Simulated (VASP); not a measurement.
**SnTe in VASP 6.6.1, single-point calculation**

INCAR

```
LASPH = .TRUE.
ISMEAR = -1
LCHARG = .FALSE.
PREC = Accurate
NELM = 56
ENCUT = 520
EDIFF = 1E-7
SIGMA = 0.02
NSW = 0
GGA = PE
ALGO = Fast
NBANDS = 17
ISIF = 2
LREAL = .FALSE.
IBRION = -1
LWAVE = .FALSE.
```

KPOINTS

```
KPOINTS created by Atomic Simulation Environment
0
Gamma
8 8 8
0 0 0
```

POSCAR

```
Sn Te
 1.0000000000000000
     0.0000000000000000    3.1574370420000002    3.1913990980000002
     3.1574370420000002    0.0000000000000000    3.1913990980000002
     3.1574370420000002    3.1574370420000002    0.0000000000000000
 Sn  Te
   1   1
Cartesian
  0.0000000000000000  0.0000000000000000  0.0000000000000000
  3.1574370419999997  3.1574370419999997  3.1913990979999998
```

The recommended PBE PAW datasets give the neutral cell 20 valence electrons.

Command

```
mpirun -np 1 vasp_std
```

OSZICAR

```
N       E                     dE             d eps       ncg     rms          rms(c)
DAV:   1     0.124887622349E+03    0.12489E+03   -0.94780E+03  2024   0.136E+03
DAV:   2     0.406310870819E+01   -0.12082E+03   -0.11743E+03  2104   0.323E+02
DAV:   3    -0.727797516430E+01   -0.11341E+02   -0.11251E+02  2519   0.899E+01
DAV:   4    -0.759465298346E+01   -0.31668E+00   -0.31638E+00  2400   0.155E+01
DAV:   5    -0.760728335898E+01   -0.12630E-01   -0.12630E-01  2987   0.298E+00    0.451E+00
RMM:   6    -0.755069943777E+01    0.56584E-01   -0.67685E-02  2490   0.164E+00    0.279E+00
RMM:   7    -0.755184676591E+01   -0.11473E-02   -0.32943E-02  2390   0.817E-01    0.786E-01
RMM:   8    -0.755173945523E+01    0.10731E-03   -0.39139E-03  2573   0.707E-01    0.665E-02
RMM:   9    -0.755180524013E+01   -0.65785E-04   -0.84484E-04  2861   0.259E-01    0.426E-02
RMM:  10    -0.755182932421E+01   -0.24084E-04   -0.20417E-04  3014   0.141E-01    0.279E-02
RMM:  11    -0.755183751750E+01   -0.81933E-05   -0.40984E-05  2958   0.573E-02    0.640E-03
RMM:  12    -0.755183760450E+01   -0.86996E-07   -0.70234E-06  3098   0.225E-02    0.252E-03
RMM:  13    -0.755183768968E+01   -0.85182E-07   -0.16179E-06  2895   0.999E-03    0.128E-03
RMM:  14    -0.755183761149E+01    0.78195E-07   -0.29874E-07  2070   0.420E-03
   1 F= -.75518376E+01 E0= -.75516768E+01  d E =-.321551E-03
```

Standard output (part)

```
POSCAR found type information on POSCAR SnTe
 POSCAR found :  2 types and       2 ions
 LDA part: xc-table for (Slater+PW92), standard interpolation
 POSCAR, INCAR and KPOINTS ok, starting setup
 WAVECAR not read
 entering main loop
WARNING in EDDRMM: call to ZHEGV failed, returncode =   8  4     15
```

From OUTCAR

```
k-points           NKPTS =     59   k-points in BZ     NKDIM =     59   number of bands    NBANDS=     17

   NELECT =      20.0000    total number of electrons

   dimension x,y,z NGX =    36 NGY =   36 NGZ =   36
   dimension x,y,z NGXF=    72 NGYF=   72 NGZF=   72

  energy-cutoff  :      520.00
  volume of cell :       63.63
      direct lattice vectors                 reciprocal lattice vectors
     0.000000000  3.157437042  3.191399098    -0.158356285  0.158356285  0.156671098
     3.157437042  0.000000000  3.191399098     0.158356285 -0.158356285  0.156671098
     3.157437042  3.157437042  0.000000000     0.158356285  0.158356285 -0.156671098

 k-points in reciprocal lattice and weights: KPOINTS created by Atomic Simulation Env
   0.00000000  0.00000000  0.00000000       0.002
   0.12500000 -0.00000000  0.00000000       0.016
   0.25000000 -0.00000000  0.00000000       0.016
   0.37500000 -0.00000000  0.00000000       0.016
   0.50000000 -0.00000000  0.00000000       0.008
   0.12500000  0.12500000  0.00000000       0.004
   0.25000000  0.12500000  0.00000000       0.016
   0.37500000  0.12500000  0.00000000       0.016
   ...

 E-fermi :   6.7907

 k-point     1 :       0.0000    0.0000    0.0000
  band No.  band energies     occupation
      1     -15.1567      2.00000
      2     -15.1527      2.00000
      3     -15.1508      2.00000
      4     -15.1508      2.00000
      5     -15.1477      2.00000
      6      -5.9331      2.00000
      7       2.0022      2.00000
      8       4.6098      2.00000
      9       4.6098      2.00000
     10       4.7242      2.00000
     11       9.8904      0.00000
     12      10.1453      0.00000
     13      10.1453      0.00000
     14      11.4774      0.00000
     15      11.5531      0.00000
     16      11.5531      0.00000
     17      13.5369      0.00000

 k-point     2 :       0.1250   -0.0000    0.0000
  band No.  band energies     occupation
      1     -15.1572      2.00000
      2     -15.1534      2.00000
      3     -15.1505      2.00000
      4     -15.1500      2.00000
      5     -15.1470      2.00000
      6      -5.8049      2.00000
      7       1.3341      2.00000
      8       4.6390      2.00000
      9       4.7005      2.00000
     10       5.1150      2.00000
     11       9.2585      0.00000
     12       9.4702      0.00000
     13       9.4936      0.00000
     14      11.4710      0.00000
     15      11.8261      0.00000
     16      11.8642      0.00000
     17      14.4517      0.00000

 k-point     3 :       0.2500   -0.0000    0.0000
  band No.  band energies     occupation
      1     -15.1586      2.00000
      2     -15.1553      2.00000
      3     -15.1496      2.00000
      4     -15.1476      2.00000
      5     -15.1450      2.00000
      6      -5.4448      2.00000
      7       0.1046      2.00000
      8       4.7375      2.00000
      9       4.7703      2.00000
     10       5.7822      2.00000
     11       8.2195      0.00000
     12       8.3726      0.00000
     13       8.4221      0.00000
     14      11.8917      0.00000
     15      12.7157      0.00000
     16      12.7276      0.00000
     17      16.3619      0.00000

 ...

  Total        0.7549390      0.7549390      0.2411517      0.0000000      0.0000000      0.0000000
  in kB       19.0082419     19.0082419      6.0718411      0.0000000      0.0000000      0.0000000
  external PRESSURE =      14.6961083 kB  Pullay stress =       0.0000000 kB

 POSITION                                       TOTAL-FORCE (eV/Angst)
 -----------------------------------------------------------------------------------
      0.00000      0.00000      0.00000        -0.000000     -0.000000      0.000000
      3.15744      3.15744      3.19140         0.000000      0.000000     -0.000000
 -----------------------------------------------------------------------------------
    total drift:                               -0.000000      0.000000      0.000000

  FREE ENERGIE OF THE ION-ELECTRON SYSTEM (eV)
  ---------------------------------------------------
  free  energy   TOTEN  =        -7.5518376115 eV

  energy  without entropy=       -7.5515160609  energy(sigma->0) =       -7.55167684
```

It converged. Results: gap between bands v and c on the k mesh 0.05 eV; least direct gap on the k mesh 0.05 eV; pressure 1.5 GPa. Band v is the last that the valence electrons fill when counted band by band, and c is the next.

For comparison, a separate PBE run of the intended cell, on usual settings and not on those above, gives a gap of 0.05 eV on its mesh and a pressure of 1.5 GPa.

The run above took about 56 s on one core of a shared host (Intel Xeon Platinum 8488C) and held 0.25 GiB at most.
